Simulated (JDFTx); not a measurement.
# MgO (Fm-3m) in JDFTx: reference runs

How does MgO come out in PBEsol? The cell is run as given, then over a range of volumes.

All numbers are computed with JDFTx 1.7.0 (patched build); they aren't measurements. Logs are shortened: lines on timing, memory, paths and dates and some standing lists are left out, and cuts for length are marked. The log counts tension as positive stress, the text compression.

**The experiment to reproduce.**

From “Electronic structure of alkaline earth and post-transition metal oxides”, 2009, arxiv:0908.1581, for a bulk crystal of MgO: band gap 7.83 eV.

How close the calculation comes is told below.

### 1 Starting point

It takes space group Fm-3m (No. 225, cubic). Conventional cell: a = 4.194 Å, b = 4.194 Å, c = 4.194 Å, α = 90.00°, β = 90.00°, γ = 90.00°. Around Mg (site symmetry m-3m) lie 6 O at 2.10 Å. O (site symmetry m-3m) has 6 Mg at 2.10 Å as nearest neighbours.

The cell is a database's computed one.

### 2 Single point, PBEsol

Input file MgO.in:

```
lattice \
    0.0000000000     3.9627583152     3.9627583152 \
    3.9627583152     0.0000000000     3.9627583152 \
    3.9627583152     3.9627583152     0.0000000000
coords-type Lattice
ion Mg     0.0000000000     0.0000000000     0.0000000000 1
ion O      0.5000000000     0.5000000000     0.5000000000 1

ion-species pseudo/Mg.upf
ion-species pseudo/O.upf
elec-cutoff 42 336
elec-ex-corr gga-PBEsol
kpoint-folding 11 11 11
elec-smearing Fermi 0.0018374661
elec-n-bands 14
electronic-SCF nIterations 100 energyDiffThreshold 1e-09
electronic-minimize nIterations 30 energyDiffThreshold 1e-7
converge-empty-states yes
forces-output-coords Cartesian

dump-name run.$VAR
dump End Ecomponents EigStats BandEigs Kpoints Forces Stress
```

Potentials or basis: PseudoDojo-SR-PBEsol-0.4.1-standard with smoothed tails.

The run is started by

```
$ jdftx -c 1 -i MgO.in -o MgO.out
```

The log of the run:

```text
*************** JDFTx 1.7.0 (patched build) ***************

[... 9 lines left out ...]
---------- Initializing the Grid ----------
R =
[            0      3.96276      3.96276  ]
[      3.96276            0      3.96276  ]
[      3.96276      3.96276            0  ]
unit cell volume = 124.458
G =
[  -0.792779   0.792779   0.792779  ]
[   0.792779  -0.792779   0.792779  ]
[   0.792779   0.792779  -0.792779  ]
Minimum fftbox size, Smin = [  48  48  48  ]
Chosen fftbox size, S = [  48  48  48  ]

---------- Initializing tighter grid for wavefunction operations ----------
R =
[            0      3.96276      3.96276  ]
[      3.96276            0      3.96276  ]
[      3.96276      3.96276            0  ]
unit cell volume = 124.458
G =
[  -0.792779   0.792779   0.792779  ]
[   0.792779  -0.792779   0.792779  ]
[   0.792779   0.792779  -0.792779  ]
Minimum fftbox size, Smin = [  36  36  36  ]
Chosen fftbox size, S = [  36  36  36  ]

---------- Exchange Correlation functional ----------
Initalized PBEsol GGA exchange.
Initalized PBEsol GGA correlation.

---------- Setting up pseudopotentials ----------
Width of ionic core gaussian charges (only for fluid interactions / plotting) set to 0

Reading pseudopotential file 'pseudo/Mg.upf':
  'Mg' pseudopotential, 'PBESOL' functional
  Generated using ONCVPSP code by D. R. Hamann
  10 valence electrons, 3 orbitals, 4 projectors, 1001 radial grid points, with lMax = 1
    2S    l: 0   occupation:  2.0   eigenvalue: -2.925002
    2P    l: 1   occupation:  6.0   eigenvalue: -1.710720
    3S    l: 0   occupation:  2.0   eigenvalue: -0.171965
  Core radius for overlap checks: 1.50 bohrs.

Reading pseudopotential file 'pseudo/O.upf':
  'O' pseudopotential, 'PBESOL' functional
  Generated using ONCVPSP code by D. R. Hamann
  6 valence electrons, 2 orbitals, 5 projectors, 936 radial grid points, with lMax = 2
    2S    l: 0   occupation:  2.0   eigenvalue: -0.874950
    2P    l: 1   occupation:  4.0   eigenvalue: -0.329796
  Core radius for overlap checks: 1.39 bohrs.

Initialized 2 species with 2 total atoms.

Folded 1 k-points by 11x11x11 to 1331 k-points.

---------- Setting up k-points, bands, fillings ----------
Reduced to 56 k-points under symmetry.
Computing the number of bands and number of electrons
Calculating initial fillings.
nElectrons:  16.000000   nBands: 14   nStates: 56

----- Setting up reduced wavefunction bases (one per k-point) -----
average nbasis = 1617.811 , ideal nbasis = 1618.045

---------- Setting up ewald sum ----------
Optimum gaussian width for ewald sums = 1.799816 bohr.
Real space sum over 1331 unit cells with max indices [  5  5  5  ]
Reciprocal space sum over 2197 terms with max indices [  6  6  6  ]

---------- Allocating electronic variables ----------
Initializing wave functions:  linear combination of atomic orbitals
Note: number of bands (14) exceeds available atomic orbitals (9)
Mg pseudo-atom occupations:   s ( 2 2 )  p ( 6 )
O pseudo-atom occupations:   s ( 2 )  p ( 4 )
	FillingsUpdate:  mu: +0.534584941  nElectrons: 16.000000
LCAOMinimize: Iter:   0  F: -75.2872366157482418  |grad|_K:  6.434e-03  alpha:  1.000e+00
	FillingsUpdate:  mu: +0.445761789  nElectrons: 16.000000
LCAOMinimize: Iter:   1  F: -75.3827503159997860  |grad|_K:  7.353e-04  alpha:  3.548e-01  linmin: -3.123e-01  cgtest:  9.156e-01
LCAOMinimize: Encountered beta<0, resetting CG.
[... 6 lines of inner loops ...]
LCAOMinimize: Iter:   4  F: -75.3839070547762731  |grad|_K:  1.736e-06  alpha:  4.090e-01  linmin: -1.301e-04  cgtest:  1.689e-05
	FillingsUpdate:  mu: +0.438586365  nElectrons: 16.000000
LCAOMinimize: Iter:   5  F: -75.3839070696420777  |grad|_K:  8.665e-08  alpha:  8.987e-01  linmin:  1.312e-03  cgtest: -2.694e-03
LCAOMinimize: Converged (|Delta F|<1.000000e-06 for 2 iters).

-------- Electronic minimization -----------
Will mix electronic density at each iteration.
	FillingsUpdate:  mu: +0.438586365  nElectrons: 16.000000
	FillingsUpdate:  mu: +0.431442429  nElectrons: 16.000000
SCF: Cycle:  0   F: -75.409391778610740   dF: -2.548e-02   |Residual|: 5.718e-02   |deigs|: 1.267e-01
	FillingsUpdate:  mu: +0.426314303  nElectrons: 16.000000
SCF: Cycle:  1   F: -75.412097659411188   dF: -2.706e-03   |Residual|: 1.153e-02   |deigs|: 1.369e-02
	FillingsUpdate:  mu: +0.427393671  nElectrons: 16.000000
SCF: Cycle:  2   F: -75.412144292309250   dF: -4.663e-05   |Residual|: 6.101e-03   |deigs|: 2.885e-03
	FillingsUpdate:  mu: +0.428221254  nElectrons: 16.000000
SCF: Cycle:  3   F: -75.412146894151476   dF: -2.602e-06   |Residual|: 9.136e-04   |deigs|: 1.699e-03
	FillingsUpdate:  mu: +0.428214112  nElectrons: 16.000000
SCF: Cycle:  4   F: -75.412147097683103   dF: -2.035e-07   |Residual|: 2.973e-04   |deigs|: 3.142e-04
	FillingsUpdate:  mu: +0.428255443  nElectrons: 16.000000
SCF: Cycle:  5   F: -75.412147130008165   dF: -3.233e-08   |Residual|: 4.500e-05   |deigs|: 2.903e-04
	FillingsUpdate:  mu: +0.428259233  nElectrons: 16.000000
SCF: Cycle:  6   F: -75.412147131398967   dF: -1.391e-09   |Residual|: 2.130e-05   |deigs|: 2.562e-04
	FillingsUpdate:  mu: +0.428260305  nElectrons: 16.000000
SCF: Cycle:  7   F: -75.412147131599681   dF: -2.007e-10   |Residual|: 6.290e-06   |deigs|: 2.000e-04
	FillingsUpdate:  mu: +0.428259904  nElectrons: 16.000000
SCF: Cycle:  8   F: -75.412147131637255   dF: -3.757e-11   |Residual|: 1.610e-06   |deigs|: 1.486e-04
SCF: Converged (|Delta E|<1.000000e-09 for 2 iters).

Setting wave functions to eigenvectors of Hamiltonian
Converging empty states (this may take a while): |deigs|: 1.483e-03

# Stress tensor in Cartesian coordinates [Eh/a0^3]:
[ -7.64273e-05            0            0  ]
[            0 -7.64273e-05            0  ]
[            0            0 -7.64273e-05  ]

# Ionic positions in lattice coordinates:
ion Mg   0.000000000000000   0.000000000000000   0.000000000000000 1
ion O   0.500000000000000   0.500000000000000   0.500000000000000 1

# Forces in Cartesian coordinates:
force Mg   0.000000000000000  -0.000000000000000   0.000000000000000 1
force O   0.000000000000000  -0.000000000000000  -0.000000000000000 1

# Energy components:
   Eewald =      -47.5873828444100653
       EH =       20.5729540379968761
     Eloc =      -61.2749607468238153
      Enl =      -20.7998003654070445
      Exc =      -12.0508734596905178
 Exc_core =        0.4999159569665226
       KE =       45.2280002897308080
-------------------------------------
     Etot =      -75.4121471316372549
       TS =        0.0000000000000014
-------------------------------------
        F =      -75.4121471316372549

IonicMinimize: Iter:   0  F: -75.412147131637255  |grad|_K:       -nan
IonicMinimize: None of the convergence criteria satisfied after 0 iterations.

#--- Lowdin population analysis ---
# oxidation-state Mg +1.520
# oxidation-state O -1.358

Dumping 'run.eigStats' ...
	eMin: -2.344372 at state 0 ( [ +0.000000 +0.000000 +0.000000 ] spin 0 )
	HOMO: +0.297507 at state 0 ( [ +0.000000 +0.000000 +0.000000 ] spin 0 )
	mu  : +0.428260
	LUMO: +0.473563 at state 0 ( [ +0.000000 +0.000000 +0.000000 ] spin 0 )
	eMax: +1.275599 at state 32 ( [ +0.000000 +0.363636 -0.454545 ] spin 0 )
	HOMO-LUMO gap: +0.176056
	Optical gap  : +0.176056 at state 0 ( [ +0.000000 +0.000000 +0.000000 ] spin 0 )
Done!
[note: mu as printed may lie anywhere between the filled and the empty levels]
```

It took 57 s on 1 thread of Intel Xeon Platinum 8259CL at 2.50GHz (Skylake/Cascade Lake), shared host; peak memory 0.09 GiB.

What came out:

```yaml
Free_energy: -2052.0691 eV
Pressure: 2.2 GPa
Band_gap_on_the_k_mesh: 4.79 eV, direct
Loewdin_charges: Mg +1.52; O -1.36 e
```

Levels at points of the mesh, in eV from the valence-band top:
| k point | band 5 | band 6 | band 7 | band 8 | band 9 | band 10 | band 11 | band 12 |
| --- | --- | --- | --- | --- | --- | --- | --- | --- |
| (0.00, 0.00, 0.00) | -17.20 | 0.00 | 0.00 | 0.00 | 4.79 | 15.86 | 15.86 | 15.86 |

Caveat: the atomic charges don't sum to the cell's charge.

### 3 Equation of state, PBEsol, 8.67 Å³/atom (volume scaled by 0.94)

Input file MgO.in:

```
lattice \
    0.0000000000     3.8818629976     3.8818629976 \
    3.8818629976     0.0000000000     3.8818629976 \
    3.8818629976     3.8818629976     0.0000000000
coords-type Lattice
ion Mg     0.0000000000     0.0000000000     0.0000000000 1
ion O      0.5000000000     0.5000000000     0.5000000000 1

ion-species pseudo/Mg.upf
ion-species pseudo/O.upf
elec-cutoff 42 336
elec-ex-corr gga-PBEsol
kpoint-folding 11 11 11
elec-smearing Fermi 0.0018374661
elec-n-bands 14
electronic-SCF nIterations 100 energyDiffThreshold 1e-09
electronic-minimize nIterations 30 energyDiffThreshold 1e-7
forces-output-coords Cartesian

dump-name run.$VAR
dump End Ecomponents EigStats BandEigs Kpoints Forces Stress ElecDensity Dtot KEdensity
```

Potentials or basis: PseudoDojo-SR-PBEsol-0.4.1-standard with smoothed tails.

The run is started by

```
$ jdftx -c 1 -i MgO.in -o MgO.out
```

It took 52 s on 1 thread of Intel Xeon Platinum 8259CL at 2.50GHz (Skylake/Cascade Lake), shared host; peak memory 0.09 GiB.

Results (log left out):

```yaml
Free_energy: -2052.0147 eV
Pressure: 13.9 GPa
Band_gap_on_the_k_mesh: 5.43 eV, direct
Loewdin_charges: Mg +1.53; O -1.37 e
```

### 4 Equation of state, PBEsol, 8.85 Å³/atom (volume scaled by 0.96)

Edit MgO.in of step 3 so:

```diff
@@ -1,5 +1,5 @@
 lattice \
-    0.0000000000     3.8818629976     3.8818629976 \
-    3.8818629976     0.0000000000     3.8818629976 \
-    3.8818629976     3.8818629976     0.0000000000
+    0.0000000000     3.9092009618     3.9092009618 \
+    3.9092009618     0.0000000000     3.9092009618 \
+    3.9092009618     3.9092009618     0.0000000000
 coords-type Lattice
@@ -20,2 +20,2 @@
 dump-name run.$VAR
-dump End Ecomponents EigStats BandEigs Kpoints Forces Stress ElecDensity Dtot KEdensity
+dump End Ecomponents EigStats BandEigs Kpoints Forces Stress
```

The run is started by

```
$ jdftx -c 1 -i MgO.in -o MgO.out
```

It took 54 s on 1 thread of Intel Xeon Platinum 8259CL at 2.50GHz (Skylake/Cascade Lake), shared host; peak memory 0.09 GiB.

The run converged. Its results:

| Item | Value |
| --- | --- |
| Free energy | -2052.0419 eV |
| Pressure | 9.6 GPa |
| Band gap on the k mesh | 5.20 eV, direct |
| Loewdin charges | Mg +1.52; O -1.37 e |

### 5 Equation of state, PBEsol, 9.04 Å³/atom (volume scaled by 0.98)

Edit MgO.in of step 4 so:

```diff
@@ -1,5 +1,5 @@
 lattice \
-    0.0000000000     3.9092009618     3.9092009618 \
-    3.9092009618     0.0000000000     3.9092009618 \
-    3.9092009618     3.9092009618     0.0000000000
+    0.0000000000     3.9361618204     3.9361618204 \
+    3.9361618204     0.0000000000     3.9361618204 \
+    3.9361618204     3.9361618204     0.0000000000
 coords-type Lattice
```

The run is started by

```
$ jdftx -c 1 -i MgO.in -o MgO.out
```

Run time: 57 s. Hardware: 1 thread of Intel Xeon Platinum 8259CL at 2.50GHz (Skylake/Cascade Lake), shared host; peak memory 0.09 GiB.

It converged, with:

```
Free energy            : -2052.0598 eV
Pressure               : 5.8 GPa
Band gap on the k mesh : 4.99 eV, direct
Loewdin charges        : Mg +1.52; O -1.36 e
```

### 6 Equation of state, PBEsol, 9.22 Å³/atom

Edit MgO.in of step 5 so:

```diff
@@ -1,5 +1,5 @@
 lattice \
-    0.0000000000     3.9361618204     3.9361618204 \
-    3.9361618204     0.0000000000     3.9361618204 \
-    3.9361618204     3.9361618204     0.0000000000
+    0.0000000000     3.9627583152     3.9627583152 \
+    3.9627583152     0.0000000000     3.9627583152 \
+    3.9627583152     3.9627583152     0.0000000000
 coords-type Lattice
```

Potentials or basis: PseudoDojo-SR-PBEsol-0.4.1-standard with smoothed tails.

The run is started by

```
$ jdftx -c 1 -i MgO.in -o MgO.out
```

Wall time 55 s (1 thread of Intel Xeon Platinum 8259CL at 2.50GHz (Skylake/Cascade Lake), shared host); peak memory 0.09 GiB.

It converged, with:

| Quantity | Value |
| --- | --- |
| Free energy | -2052.0691 eV |
| Pressure | 2.2 GPa |
| Band gap on the k mesh | 4.79 eV, direct |
| Loewdin charges | Mg +1.52; O -1.36 e |

### 7 Equation of state, PBEsol, 9.41 Å³/atom (volume scaled by 1.02)

Edit MgO.in of step 6 so:

```diff
@@ -1,5 +1,5 @@
 lattice \
-    0.0000000000     3.9627583152     3.9627583152 \
-    3.9627583152     0.0000000000     3.9627583152 \
-    3.9627583152     3.9627583152     0.0000000000
+    0.0000000000     3.9890025126     3.9890025126 \
+    3.9890025126     0.0000000000     3.9890025126 \
+    3.9890025126     3.9890025126     0.0000000000
 coords-type Lattice
```

The run is started by

```
$ jdftx -c 1 -i MgO.in -o MgO.out
```

It took 54 s on 1 thread of Intel Xeon Platinum 8259CL at 2.50GHz (Skylake/Cascade Lake), shared host; peak memory 0.09 GiB.

It converged, with:

* Free energy: -2052.0707 eV
* Pressure: -0.9 GPa
* Band gap on the k mesh: 4.60 eV, direct
* Loewdin charges: Mg +1.52; O -1.35 e

### 8 Equation of state, PBEsol, 9.59 Å³/atom (volume scaled by 1.04)

Edit MgO.in of step 7 so:

```diff
@@ -1,5 +1,5 @@
 lattice \
-    0.0000000000     3.9890025126     3.9890025126 \
-    3.9890025126     0.0000000000     3.9890025126 \
-    3.9890025126     3.9890025126     0.0000000000
+    0.0000000000     4.0149058520     4.0149058520 \
+    4.0149058520     0.0000000000     4.0149058520 \
+    4.0149058520     4.0149058520     0.0000000000
 coords-type Lattice
```

The run is started by

```
$ jdftx -c 1 -i MgO.in -o MgO.out
```

It took 57 s on 1 thread of Intel Xeon Platinum 8259CL at 2.50GHz (Skylake/Cascade Lake), shared host; peak memory 0.09 GiB.

Results (log left out):

```
Free energy            : -2052.0653 eV
Pressure               : -3.8 GPa
Band gap on the k mesh : 4.41 eV, direct
Loewdin charges        : Mg +1.51; O -1.35 e
```

### 9 Equation of state, PBEsol, 9.77 Å³/atom (volume scaled by 1.06)

Edit MgO.in of step 8 so:

```diff
@@ -1,5 +1,5 @@
 lattice \
-    0.0000000000     4.0149058520     4.0149058520 \
-    4.0149058520     0.0000000000     4.0149058520 \
-    4.0149058520     4.0149058520     0.0000000000
+    0.0000000000     4.0404791902     4.0404791902 \
+    4.0404791902     0.0000000000     4.0404791902 \
+    4.0404791902     4.0404791902     0.0000000000
 coords-type Lattice
```

Potentials or basis: PseudoDojo-SR-PBEsol-0.4.1-standard with smoothed tails.

The run is started by

```
$ jdftx -c 1 -i MgO.in -o MgO.out
```

Run time: 54 s. Hardware: 1 thread of Intel Xeon Platinum 8259CL at 2.50GHz (Skylake/Cascade Lake), shared host; peak memory 0.09 GiB.

It converged, with:

```yaml
Free_energy: -2052.0537 eV
Pressure: -6.4 GPa
Band_gap_on_the_k_mesh: 4.24 eV, direct
Loewdin_charges: Mg +1.51; O -1.35 e
```

### 10 Equation of state, PBEsol

Potentials or basis: PseudoDojo-SR-PBEsol-0.4.1-standard with smoothed tails.

This step only gathers the single runs of the series.

Results:

```yaml
Equilibrium_volume: 9.35 Å³/atom
Bulk_modulus: 157 GPa
Pressure_derivative_of_the_bulk_modulus: 4.1
```

Energy against volume, from the lowest point:
```csv
volume (Å³/atom),energy (meV/atom)
8.668,28.00
8.853,14.37
9.037,5.47
9.221,0.81
9.406,0.00
9.590,2.67
9.775,8.48
```

### 11 How close it comes

Step 2. Measured gap of MgO: 7.83 eV (quoted in “Electronic structure of alkaline earth and post-transition metal oxides”, 2009, arxiv:0908.1581). This calculation gives 4.79 eV (-3.04 eV). The value is that of PBEsol, without temperature or zero-point motion. Semilocal functionals fall short of measured gaps as a rule. The cell is a database's relaxed one, not the measured one, which moves gaps too.
